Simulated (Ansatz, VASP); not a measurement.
One calculation of Na, two programs

```
Na
1.0
     3.76700    0.00000    0.00000
    -1.88350    3.26232    0.00000
     0.00000    0.00000    6.15400
Na
2
Direct
  0.65549 0.32378 0.74990
  0.32296 0.65856 0.24806
```

Change from the starting cell: atoms moved at random, drawn with an rms of 0.05 Å.

Alike in both runs: task single point; functional PBEsol; k mesh 8 × 8 × 5; occupations fermi-dirac, width 0.05 eV; no spin polarisation.

|  | VASP | Ansatz |
| --- | --- | --- |
| version | VASP 6.6.1 | Ansatz 0.2.0 |
| potentials or method | VASP PAW PBE potentials, release 64 (Na_pv) | Ansatz PAW |
| plane-wave cutoff (eV) | 520 | 420 |
| valence electrons in the cell | 14 | 18 |

|  | VASP | Ansatz | Ansatz less VASP |
| --- | --- | --- | --- |
| gap on the k mesh at the Fermi level (eV) | none | none | - |
| pressure (GPa) | -0.3 | -0.3 | +0.01 |
| largest component of the traceless stress (GPa) | 0.16 | 0.16 | +0.002 |
| rms of the force components (eV/Å) | 0.005 | 0.005 | -0.0002 |

Atom by atom the forces differ by 0.000 eV/Å (rms over components). A gap of «none» marks a metal or a gap that the smearing closes. With one functional, cell and mesh, what is left measures potentials, basis and numerics. The two sets of potentials don't hold the same shells in valence.

Caveats: the PAW data sets were made with another functional, which shifts forces and pressure a little (VASP); the PAW data sets come from PBE, with cores solved anew for the run's functional, which leaves a small shift of forces and pressure (Ansatz).
